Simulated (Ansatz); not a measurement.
# AlP (F-43m): thermal expansion from first principles

How much does AlP expand with temperature?

Measurements to reproduce:
- heat capacity C_P per formula unit 42 J/mol/K and bulk modulus 86 GPa near room temperature (given in “High-Throughput Prediction of Finite-Temperature Properties using the Quasi-Harmonic Approximation”, 2016, arXiv:1603.06924)

Calculated with Ansatz 0.2.0; DFT RPBE, scalar-relativistic, plane waves, PAW.

The database entry behind the starting cell differs from later determinations by our own check (0.1 to 0.3 % short, probably kX units), so it need not match the best structure at ambient conditions.

## 1. Set-up

It takes space group F-43m (No. 216, cubic). The conventional cell has a = 5.451 Å, b = 5.451 Å, c = 5.451 Å, α = 90.00°, β = 90.00°, γ = 90.00°. Al has 4 P at 2.36 Å nearest. P has 4 Al at 2.36 Å nearest. Farther neighbours are not listed.

## 2. Probe on a coarse mesh

A cheap single point shows whether the cell is a metal or an insulator and how far it is from rest; that sets the k-mesh and the occupations of what follows.

input.yaml reads:

```yaml
crystal:
  lattice:
    - [0.0, 2.7255, 2.7255]
    - [2.7255, 0.0, 2.7255]
    - [2.7255, 2.7255, 0.0]
  atoms:
    - { symbol: Al, position: [0.0, 0.0, 0.0] }
    - { symbol: P, position: [0.25, 0.25, 0.25] }
kpoints:
  mp_grid: { grid: [6, 6, 6] }
hamiltonian:
  xc: rpbe
scf:
  occupations: { method: gaussian, width: 0.1 }
output:
  forces: true
  stress: true
  eigenvalues: true
```

Launch:

```
> ansatz run input.yaml --threads 4 --pin off --max-ram 8192MiB --backend cpu --events-out ev --progress --plain --runs-dir out
```

Numbers of over 12 decimals in the logs are rounded to 6 here.

The log of the run:

```text
Engine: ansatz 0.2.0, aarch64-unknown-linux-gnu
Pseudopotentials: kind: paw
Pseudopotential: Al, paw, valence charge 3, recommended cutoff 420 eV (normal), Al.paw.azcp
Pseudopotential: P, paw, valence charge 5, recommended cutoff 420 eV (normal), P.paw.azcp
Functional definition: RPBE
  parameter kappa = 0.804
  parameter beta = 0.066725
  exchange = rpbe_x(kappa = kappa, mu = beta*pi^2/3)
  correlation = pbe_c(beta = beta)
Crystal: 2 atoms, lattice volume = 40.492 Å³
Basis set: ecut = 420 eV, 749 PW (Γ), exchange–correlation on 54×54×54 points (8 copies of the dense FFT grid, shifted against one another)
Bands: 8, of which v1, the nominal top of the filled ones, is band 4 counted from 1 (3 counted from 0)
Symmetry: 24 space group operations
Space group: F-43m (ITA 216), of the structure as read, at distance tolerance 3.4e-5 Å
k-points: 16 of 216 (time reversal used)
Non-local potential: Al, projectors of the file, l = 0: 2, l = 1: 2, l = 2: 1
Non-local potential: P, projectors of the file, l = 0: 2, l = 1: 2, l = 2: 2
PAW form: soft (Blöchl's): semilocal exchange-correlation on the pseudo side does not see the compensation charge
PAW frozen core: Al, regenerated for the run's functional, and the local potential with it (the file was generated under x = pbe(κ = 0.804, μ = 0.219515), c = pbe(β = 0.066725))
PAW frozen core: P, regenerated for the run's functional, and the local potential with it (the file was generated under x = pbe(κ = 0.804, μ = 0.219515), c = pbe(β = 0.066725))
PAW one-centre angular grid: Al, 110 points (default); XC on 64 Gauss nodes
PAW one-centre angular grid: P, 110 points (default); XC on 64 Gauss nodes
Initial density: superposition of atomic densities (neutral atoms: chi_scale 0, normalization atom), corrected by the library's trained network
Initial wavefunctions: pseudopotential atomic-orbital guess
Functional: x = rpbe, c = pbe(β = 0.066725)
SCF iter   1: F=—  HF=-1300.616413 eV  |F-HF|=—  |Δ(HF+E_count)|=         —  Δρ=1.70e-3  dr2=8.60e-4  ethr=1.77e-3  ⟨swp⟩=5.9  Hψ=1143  notcnv=0
preconditioner: auto → none  [insulator: Δε(μ)=1.636 eV  Ē_g=10.046 eV  σ=0.100 eV  W_gap=1.00  n_scr=8 (ndim 8)  ℏωp=16.5 eV  f_vac=0.000  D(μ)=0.00/eV (n_scr^D=0)  ε∞_Penn≈3.7]
SCF iter   2: F=—  HF=-1300.616418 eV  |F-HF|=—  |Δ(HF+E_count)|=   5.52e-6  Δρ=7.53e-4  dr2=1.31e-4  ethr=1.08e-5  ⟨swp⟩=2.1  Hψ=315  notcnv=0
SCF iter   3: F=—  HF=-1300.616456 eV  |F-HF|=—  |Δ(HF+E_count)|=   3.78e-5  Δρ=1.14e-4  dr2=4.57e-6  ethr=1.64e-6  ⟨swp⟩=2.6  Hψ=199  notcnv=0
SCF iter   4: F=—  HF=-1300.616459 eV  |F-HF|=—  |Δ(HF+E_count)|=   2.73e-6  Δρ=4.35e-5  dr2=1.16e-6  ethr=5.71e-8  ⟨swp⟩=2.0  Hψ=192  notcnv=0
iter 5 did not close the SCF: its close was put off for the readings that it lacked (scf_convergence_deferred on its scf_iter line)
SCF iter   5: F=-1300.616459 eV  HF=-1300.616458 eV  |F-HF|=5.99e-8  |Δ(HF+E_count)|=   2.54e-7  Δρ=8.58e-6  dr2=2.86e-8  ethr=1.45e-8  ⟨swp⟩=2.7  Hψ=190  notcnv=0
SCF iter   6: F=-1300.616459 eV  HF=-1300.616459 eV  |F-HF|=1.58e-10  |Δ(HF+E_count)|=   7.42e-8  Δρ=1.57e-6  dr2=8.55e-10  ethr=3.57e-10  ⟨swp⟩=4.1  Hψ=812  notcnv=0
SCF 1 converged in 6 iterations: F = -1300.616459 eV  dr2 = 8.55e-10
  greatest PAW one-centre occupation: 0.780 electrons in one spin orbital (limit 2), on the P atom at site 1 (counted from 0), in its partial waves of l = 0
SCF converged after 6 iterations
Free energy (F): -1300.616459 eV
Harris-Foulkes:  -1300.616459 eV  (|F-HF|=1.58e-10)
Internal energy: -1300.616459 eV  (E = F + TS)
E sigma→0 (E₀):  -1300.616459 eV
Fermi energy:    6.002786 eV
--- Per-component energies (eV) ---
  E_band       = 5.946661
  E_kinetic    = 94.206439
  E_local      = -81.108814  (includes V_loc(G=0)·N_el)
  E_nonlocal   = 43.715967
  E_hartree    = 25.021587
  E_xc         = -101.948217
  E_vxc        = -90.155464  (∫ρ·V_xc dr)
  E_paw        = -1042.781697  (= ΣΔE_a)
  E_vpaw       = -10.754532  (= ΣTr[D̂ρ^β])
  E_aug_tail   = 0.000002  (compensation charges beyond the density's cutoff)
  E_ewald      = -237.673915
  E_core_change = -0.047811  (= ΣΔE_core)
  E_smearing   = -0.000000  (= −TS)
  E_closure    = -0.000000  (closes the sum)
  Σ components = -1300.616459   (vs F -1300.616459, Δ=0.00e0)
--- Forces (eV/Å), atoms counted from 1 ---
  atom   1  Al     0.00000000    -0.00000000    -0.00000000
  atom   2  P     -0.00000000     0.00000000    -0.00000000
  max |Σ_I F_I| component: 4.16e-17 eV/Å
--- Stress (GPa, compression-positive) ---
        4.474314       0.000000      -0.000000
       -0.000000       4.474314       0.000000
       -0.000000       0.000000       4.474314
  P = ⅓ Tr σ = 4.4743 GPa (44.743 kbar)
--- Band table (eV; the first three rows and the last of 16) ---
  k-point 0: bands = ["-6.3301", "5.1777", "5.1777", "5.1777", "8.6658", "9.7846", "9.7846", "9.7846"]
  k-point 1: bands = ["-6.0262", "3.3270", "4.9358", "4.9358", "8.9260", "10.2185", "10.2185", "10.9568"]
  k-point 2: bands = ["-5.2349", "0.8608", "4.5645", "4.5645", "8.3512", "10.2624", "10.2624", "13.2519"]
  k-point 15: bands = ["-3.9446", "0.1590", "2.2768", "2.5203", "8.5581", "9.5663", "12.9080", "13.2549"]
```

It took 0.34 s on 4 threads of Arm Neoverse V2, shared host; peak memory 0.26 GiB; 0.88 s of CPU time.

Numbers from this step:

```yaml
pressure: 4.474 GPa
gap_on_the_k_mesh: 1.650 eV
volume_per_atom: 20.25 Å³
```

The start is under 4.5 GPa at this level and looks like an insulator or semiconductor on this mesh.

## 3. Relaxation

Phonons are second derivatives about a minimum, so cell and atoms are relaxed first, inside the symmetry of the start.

input.yaml, the sections that differ from step 2:

```yaml
kpoints:
  mp_grid: { grid: [8, 8, 8] }
scf:
  occupations: { method: gaussian, width: 0.02 }
output:
  forces: true
  stress: true
  eigenvalues: true
  write_density: true
  write_potential: true
  elf: true
  volumetric_format: npy
relax:
  adjacent_minimum: "off"
  f_tol: 0.005
  max_steps: 80
  cell: { stress_tol: 0.05 }
# crystal, hamiltonian: as in step 2
```

The log of the run:

```text
[...]
Crystal: 2 atoms, lattice volume = 40.492 Å³
Basis set: ecut = 420 eV, 749 PW (Γ), exchange–correlation on 54×54×54 points (8 copies of the dense FFT grid, shifted against one another)
Bands: 8, of which v1, the nominal top of the filled ones, is band 4 counted from 1 (3 counted from 0)
Symmetry: 24 space group operations
[...]
k-points: 29 of 512 (time reversal used)
[...]
SCF iter   1: F=—  HF=-1300.623697 eV  |F-HF|=—  |Δ(HF+E_count)|=         —  Δρ=1.72e-3  dr2=9.55e-4  ethr=1.77e-3  ⟨swp⟩=6.5  Hψ=2249  notcnv=0
[...]
SCF iter   6: F=-1300.623598 eV  HF=-1300.623598 eV  |F-HF|=1.13e-9  |Δ(HF+E_count)|=   2.67e-8  Δρ=1.72e-6  dr2=1.53e-9  ethr=2.02e-10  ⟨swp⟩=7.0  Hψ=1721  notcnv=0
SCF 1 converged in 6 iterations: F = -1300.623598 eV  dr2 = 1.53e-9
[...]
relax step   1: F+E_penalty+E_count = -1300.62359789 eV  Δ(F+E_penalty+E_count) = +0.000e0 eV  max|allowed force component| = 1.850e-16 eV/Å  Δτ_max = 0.0000 Å  P = +4.436 GPa  Ω = 40.492 Å³  (6 SCF iters, dr2 threshold 1.00e-7 eV, accepted)
Crystal: 2 atoms, lattice volume = 42.010 Å³
Basis set: ecut = 420 eV, 869 PW (Γ), exchange–correlation on 54×54×54 points (8 copies of the dense FFT grid, shifted against one another)
[...]
iter 1 solved again at ethr=2.88e-5 eV; its pass at ethr=3.10e-3 eV (dr2=2.30e-3 eV) is discarded
[...]
SCF iter   5: F=-1300.649072 eV  HF=-1300.649072 eV  |F-HF|=2.53e-8  |Δ(HF+E_count)|=   1.82e-6  Δρ=4.50e-6  dr2=7.38e-9  ethr=2.50e-9  ⟨swp⟩=12.1  Hψ=1950  notcnv=0
SCF 2 converged in 5 iterations: F = -1300.649072 eV  dr2 = 7.38e-9
[...]
relax step   2: F+E_penalty+E_count = -1300.64907158 eV  Δ(F+E_penalty+E_count) = -2.547e-2 eV  max|allowed force component| = 6.361e-17 eV/Å  Δτ_max = 0.0000 Å  P = +1.104 GPa  Ω = 42.010 Å³  energy of the carried Pulay correction = -2.847e-4 eV  (5 SCF iters, dr2 threshold 2.00e-7 eV, accepted)
Crystal: 2 atoms, lattice volume = 42.538 Å³
[...]
SCF iter   4: F=-1300.650909 eV  HF=-1300.650908 eV  |F-HF|=1.61e-7  |Δ(HF+E_count)|=   1.53e-6  Δρ=1.51e-5  dr2=7.30e-8  ethr=2.50e-9  ⟨swp⟩=10.2  Hψ=2075  notcnv=0
SCF 3 converged in 4 iterations: F = -1300.650909 eV  dr2 = 7.30e-8
[...]
relax step   3: F+E_penalty+E_count = -1300.65090866 eV  Δ(F+E_penalty+E_count) = -1.837e-3 eV  max|allowed force component| = 7.286e-17 eV/Å  Δτ_max = 0.0000 Å  P = +0.079 GPa  Ω = 42.538 Å³  energy of the carried Pulay correction = -3.813e-4 eV  (4 SCF iters, dr2 threshold 2.00e-7 eV, accepted)
[...]
relax step   4: F+E_penalty+E_count = -1300.65091194 eV  Δ(F+E_penalty+E_count) = -3.277e-6 eV  max|allowed force component| = 7.748e-17 eV/Å  Δτ_max = 0.0000 Å  P = +0.003 GPa  Ω = 42.579 Å³  energy of the carried Pulay correction = -3.888e-4 eV  (4 SCF iters, dr2 threshold 1.58e-8 eV, accepted)
[...]
SCF iter   4: F=-1300.651417 eV  HF=-1300.651417 eV  |F-HF|=2.65e-10  |Δ(HF+E_count)|=   8.68e-8  Δρ=3.98e-7  dr2=1.33e-11  ethr=1.00e-12  ⟨swp⟩=6.3  Hψ=1454  notcnv=0
SCF 5 converged in 4 iterations: F = -1300.651417 eV  dr2 = 1.33e-11
relax step   5: F+E_penalty+E_count = -1300.65141700 eV  Δ(F+E_penalty+E_count) = -5.051e-4 eV  max|allowed force component| = 8.905e-17 eV/Å  Δτ_max = 0.0000 Å  P = +0.023 GPa  Ω = 42.579 Å³  stress off target by 2.32e-2 GPa  SCF on the basis re-selected at this cell (its energy is not comparable with the rows above)  (4 SCF iters)
basis re-selected at this cell: Δ(F+E_penalty+E_count) = -5.051e-4 eV, ΔP = +0.021 GPa vs the last step (what re-selecting the basis moved, of the pressure what is left beyond the Pulay correction that the steps carried, after the strain that the cell walked since its last selection, with what the two solves' SCF thresholds leave and, on support functions, any second-order correction that the steps lacked; it is no m [...]
SCF converged after 4 iterations
Free energy (F): -1300.651417 eV
[...]
Internal energy: -1300.651417 eV  (E = F + TS)
E sigma→0 (E₀):  -1300.651417 eV
Fermi energy:    5.576106 eV
[...]
--- Stress (GPa, compression-positive) ---
        0.023192       0.000000      -0.000000
       -0.000000       0.023192       0.000000
        0.000000       0.000000       0.023192
  P = ⅓ Tr σ = 0.0232 GPa (0.232 kbar)
--- Band table (eV; the first three rows and the last of 29) ---
[...]
--- Relaxed structure (4 steps of the walk, 4 accepted, 1 SCFs on fresh bases) ---
  F+E_penalty+E_count = -1300.65141700 eV   max|allowed force component| = 8.905e-17 eV/Å   (the final SCF, on the basis selected at the relaxed cell)
  cell:  # Å, volume = 42.5790 Å³
    - [0, 2.771545, 2.771545]
    - [2.771545, 0, 2.771545]
    - [2.771545, 2.771545, 0]
  atoms:
    - { symbol: Al, position: [0, 0, 0] }
    - { symbol: P, position: [0.25, 0.25, 0.25] }
```

It took 2.2 s on 4 threads; peak memory 0.31 GiB; 7.2 s of CPU time.

Relaxation path:

| step | energy less that of the first step (eV) | largest force component (eV/Å) | pressure (GPa) | volume (Å³) |
| --- | --- | --- | --- | --- |
| 1 | 0.0000 | 0.0000 | 4.44 | 40.49 |
| 2 | -0.0255 | 0.0000 | 1.10 | 42.01 |
| 3 | -0.0273 | 0.0000 | 0.08 | 42.54 |
| 4 | -0.0273 | 0.0000 | 0.00 | 42.58 |
| 5* | -0.0278 | 0.0000 | 0.02 | 42.58 |

Relaxation steps marked * repeat the geometry before them on a plane-wave basis chosen anew for their cell, so energy and pressure can jump there.

Forces are held to the 24 operations that the run works with; a distortion that breaks them can't arise in this run.

| conventional cell, symmetrised | before | after | change |
| --- | --- | --- | --- |
| a (Å) | 5.451 | 5.543 | +1.7 % |
| b (Å) | 5.451 | 5.543 | +1.7 % |
| c (Å) | 5.451 | 5.543 | +1.7 % |
| volume (Å³/atom) | 20.25 | 21.29 | +5.2 % |

The relaxed structure:

```cif
data_structure
_symmetry_space_group_name_H-M 'P 1'
_symmetry_Int_Tables_number 1
_cell_length_a 3.9196
_cell_length_b 3.9196
_cell_length_c 3.9196
_cell_angle_alpha 60.000
_cell_angle_beta 60.000
_cell_angle_gamma 60.000
_cell_volume 42.58
loop_
_atom_site_label
_atom_site_type_symbol
_atom_site_fract_x
_atom_site_fract_y
_atom_site_fract_z
_atom_site_occupancy
Al1 Al 0.00000 0.00000 0.00000 1
P2 P 0.25000 0.25000 0.25000 1
```

This step gave:

```yaml
pressure: 0.02319 GPa
gap_on_the_k_mesh: 1.755 eV
volume_per_atom: 21.29 Å³
```

Valence density in the ac plane of a cell with a along [110], b along [-110] and c along [001] of the cube at fractional y = 0.500, with atoms of Al and P within 0.2 Å of it. It is the smooth field of the valence electrons, not physical close to the nuclei.

Ten even steps from '_' (0.02 e/Å³) to '@' (0.74 e/Å³), each cell a mean:
```
..____________________..____________________
____________________________________________
____________________________________________
________......________________......________
______..........____________..........______
______............__________............____
..........____..................____........
::----::..____..----::::----::..____..----::
****++==::....--++********++==::....--++****
%%@@%%++--::::==##@@@@%%@@%%++--::::==##@@@@
::%%@@++::..::--##@@==::%%@@++::..::--##@@==
::**##--......::++%%--::**##--......::++%%--
####++::______..--##%%####++::______..--##%%
**++::..________..==****++::..________..==**
--::..____________..::--::..____________..::
```
Columns run along a (7.8 Å), rows up along c (5.5 Å), edges of the conventional cell, whose origin can differ from the input's. Atoms in or near the plane, at fractional coordinates: Al at (0.75, 0.50), Al at (0.25, 0.50), P at (0.50, 0.25), P at (0.00, 0.25).

ELF in the ac plane of a cell with a along [110], b along [-110] and c along [001] of the cube at fractional y = 0.500, with atoms of Al and P within 0.2 Å of it. It is the smooth field of the valence electrons, not physical close to the nuclei.

Ten even steps from '_' (0.01) to '@' (0.93), each cell a mean:
```
--::..____________..----::..____________..--
____________________________________________
__________....__________________....________
______..::::::..____________..::::::..______
____..::------::..________..::------::..____
__....::......::::....__....::......::::....
--====::______..--==----====::______..--==--
####%%++....__--##%%######%%++....__--##%%##
%%@@@@@@==__..##@@@@%%%%@@@@@@==__..##@@@@%%
++%%@@@@##--++@@@@@@**++%%@@@@##--++@@@@@@**
__++@@@@##--++%%@@##..__++@@@@##--++%%@@##..
__--####==::--**%%**____--####==::--**%%**__
++**##++::__..==**##++++**##++::__..==**##++
%%##**--..____::++##%%%%##**--..____::++##%%
##**--..________::++**##**--..________::++**
```
Columns run along a (7.8 Å), rows up along c (5.5 Å), edges of the conventional cell, whose origin can differ from the input's. Atoms in or near the plane, at fractional coordinates: Al at (0.75, 0.50), Al at (0.25, 0.50), P at (0.50, 0.25), P at (0.00, 0.25).

Electrostatic potential energy in the ac plane of a cell with a along [110], b along [-110] and c along [001] of the cube at fractional y = 0.500, with atoms of Al and P within 0.2 Å of it. With pseudopotentials it is smooth inside the atoms' cores, unlike the true potential.

Ten even steps from '0' (-55 eV) to '9' (9 eV), each cell a mean:
```
9999999999999999999999
9999999999999999999999
9999999999999999999999
9999999999999999999999
9999888899999998888999
9998766789999987667899
9987787689999877876899
9987788689999877886899
7887677788878876777888
2588777886325887778863
0168989983001689899830
0169999983001699999830
2489999986324899999863
7899999998778999999987
9999999999999999999999
```
Columns run along a (7.8 Å; values clipped at the 3rd and 97th percentile), rows up along c (5.5 Å), edges of the conventional cell, whose origin can differ from the input's. Atoms in or near the plane, at fractional coordinates: Al at (0.75, 0.50), Al at (0.25, 0.50), P at (0.50, 0.25), P at (0.00, 0.25).

The relaxation ends with a pressure of 0.02 GPa.

[end of part 1 of 2]

[Logs are printed without paths, hosts, clocks, repeated set-up lines and the standing remarks that a program may print on its own settings, such as how far it seeks lower states.]

[Hosts, paths, dates, database ids (printed as entryN), source tags and the programs' standing remarks are cut or masked in the printed files.]

[A step with changed settings may run another functional than the one named; its input shows which.]
